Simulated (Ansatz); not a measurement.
**Na: energy along a strain**

Na, Im-3m, a = 4.235 Å (as given, not relaxed at this level: -0.2 GPa). Ansatz: PBE, PAW, 420 eV, Γ-centred 16×16×16 mesh on 1 atom, Gaussian smearing 0.15 eV; no spin polarisation. Cell vectors (Å): -2.118 2.118 2.118; 2.118 -2.118 2.118; 2.118 2.118 -2.118. The cell is strained by x per cent times the pattern (0 1 0 0 0 0) in the order xx yy zz yz xz xy (engineering shears), with fractional coordinates held. y is the free energy over the start, V0 = 37.978 Å³/atom.

| x (%) | y (meV/atom) |
| --- | --- |
| -2.00 | ? |
| -1.50 | -0.49 |
| -1.00 | -0.38 |
| -0.50 | -0.21 |
| 0.00 | 0.00 |
| 0.50 | 0.26 |
| 1.00 | 0.57 |
| 1.50 | 0.92 |
| 1.75 | 1.11 |
| 2.00 | 1.31 |

Task: Fit y = c1 x + c2 x² + c3 x³ to the other rows, get the stiffness along the pattern, and predict the missing energy.

Result: Least squares on the rows shown. y = 0.4765 x + 0.09534 x² − 0.002958 x³. The clamped-ion stiffness p·C·p = 2 × 0.9534 eV × 160.2 / 37.978 Å³ = 8.0 GPa, which is C22 in these axes (C11 of the cubic crystal); c1 is there for the stress left in the start, which by itself gives a slope of 0.48 meV/atom per %. At x = -2.00 the fit asked for gives -0.55 meV/atom. The run gave -0.55 meV/atom, the same to the digits shown.